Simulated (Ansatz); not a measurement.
Crystal: Sb.

```
Sb
1.0
     3.16000    0.00000    0.00000
     0.00000    3.16000    0.00000
     0.00000    0.00000    3.16000
Sb
1
Direct
  0.00000 0.00000 0.00000
```

This isn't the form of Sb at room conditions, which is rhombohedral.

* Program: Ansatz 0.2.0
* Task: relaxation of cell and atoms
* Functional: PBE
* Dispersion: D4
* Potentials or basis: Ansatz PAW
* Cutoff: 420 eV (not typed: the program's choice for these potentials)
* k mesh: 8 × 8 × 8
* Occupations: fermi-dirac, width 0.05 eV
* Spin: no spin polarisation

At the start: volume 31.55 Å³/atom.

Question: How do energy, volume and symmetry change on relaxing?

Answer: It ends after 5 steps and the volume is 28.89 Å³/atom (-8.5 %); space group Pm-3m (No. 221, to 0.05 Å).

Step by step:
```csv
step,energy change (eV),largest force (eV/Å),volume (Å³)
1,0.0000,0.0000,31.55
2,-0.0345,0.0000,27.79
3,-0.0428,0.0000,29.05
4,-0.0431,0.0000,28.89
5,-0.0425,0.0000,28.89
```

Final structure:
```
Sb
1.0
     3.06833    0.00000    0.00000
     0.00000    3.06833    0.00000
     0.00000    0.00000    3.06833
Sb
1
Direct
  0.00000 0.00000 0.00000
```

Caveat: the plane-wave basis is chosen anew once the cell has moved, so the energies of steps on either side of that aren't comparable; pairwise dispersion overbinds metals, which lowers pressure and volume.
